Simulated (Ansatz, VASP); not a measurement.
This is a calculation of NiO for VASP 6.6.1. 

Contents of INCAR:

```
SYSTEM = NiO
  PREC = Accurate
  ENCUT = 600
  EDIFF = 1E-6
  ISMEAR = -1
  SIGMA = 0.05
  LREAL = .False.
  LASPH = .True.
  NELM = 120
  ALGO = Fast
  ISIF = 3
  LWAVE = .False.
  LCHARG = .False.
  ISPIN = 2
  MAGMOM = 1 0
  LORBIT = 11
  LMAXMIX = 4
  GGA = B5
  ALDAX = 1.0
  AGGAX = 1.0
  AGGAC = 1.0
  ALDAC = 0.0
  IVDW = 13
  VDW_S6 = 1.0
  VDW_S8 = 2.34076671
  VDW_A1 = 0.44488865
  VDW_A2 = 4.0933009
  IBRION = 2
  NSW = 40
  EDIFFG = -0.005
```

The input KPOINTS:

```
Automatic mesh
0
Gamma
  11 11 11
  0 0 0
```

File POSCAR:

```
NiO
1.0
    0.0000000000      2.0859016414      2.0859016414
    2.0859016414      0.0000000000      2.0859016414
    2.0859016414      2.0859016414      0.0000000000
Ni O
1 1
Direct
    0.0000000000      0.0000000000      0.0000000000
    0.5000000000      0.5000000000      0.5000000000
```

Potentials or basis: VASP PAW PBE potentials, release 64 (Ni, O).

Launch:

```console
$ cat potpaw_PBE.64/Ni/POTCAR potpaw_PBE.64/O/POTCAR > POTCAR
$ mpirun -np 1 vasp_std > vasp.out
```

Problem. Set up the same calculation for Ansatz 0.2.0. Potentials or basis there: Ansatz PAW, cutoff 420 eV.

Solution. As run (cutoffs and basis follow the program's own potentials, and thresholds, step limits or extra output files can differ):

File input.yaml:

```yaml
crystal:
  lattice:
    - [0.0, 2.0859016414, 2.0859016414]
    - [2.0859016414, 0.0, 2.0859016414]
    - [2.0859016414, 2.0859016414, 0.0]
  atoms:
    - { symbol: Ni, position: [0.0, 0.0, 0.0], spin: 1.0 }
    - { symbol: O, position: [0.5, 0.5, 0.5] }
hamiltonian:
  xc: blyp
  pseudopotentials: { kind: paw }
  dispersion: d4
magnetization:
  spin_polarized: true
kpoints:
  mp_grid: { grid: [11, 11, 11] }
scf:
  occupations: { method: fermi_dirac, width: 0.05 }
output:
  forces: true
  stress: true
relax:
  f_tol: 0.01
  max_steps: 40
  cell: { stress_tol: 0.05 }
```

Potentials or basis: Ansatz PAW.

Command:

```console
$ ansatz run input.yaml --threads 2 --pin off --max-ram 5120MiB --backend cpu --events-out ev --progress --plain --runs-dir out
```

Both were run:

|  | VASP | Ansatz |
| --- | --- | --- |
| Relaxed volume | 9.43 Å³/atom | 9.44 Å³/atom |
| Relaxed cell | a = 2.988 Å, b = 2.988 Å, c = 2.988 Å, α = 60.00°, β = 60.00°, γ = 60.00° | a = 2.988 Å, b = 2.988 Å, c = 2.988 Å, α = 60.00°, β = 60.00°, γ = 60.00° |
| Space group after relaxing | Fm-3m (No. 225) | Fm-3m (No. 225) |
| Pressure after relaxing | -0.1 GPa | 0.0 GPa |
| Net moment | 1.74 μB per cell | 1.79 μB per cell |

Ansatz's pressure holds a Pulay term of +0.88 GPa for its cutoff of 420 eV, which the other run lacks.

The potentials hold 16 and 24 valence electrons a cell.

VASP's potentials were made for PBE. Ansatz's potentials were made for PBE.

Where Ansatz's input types no cutoff or centring, it takes its own default and a Γ-centred mesh.

The magnetic state is the one that the start led to; the real crystal's order can differ.

Pressure is positive in compression.
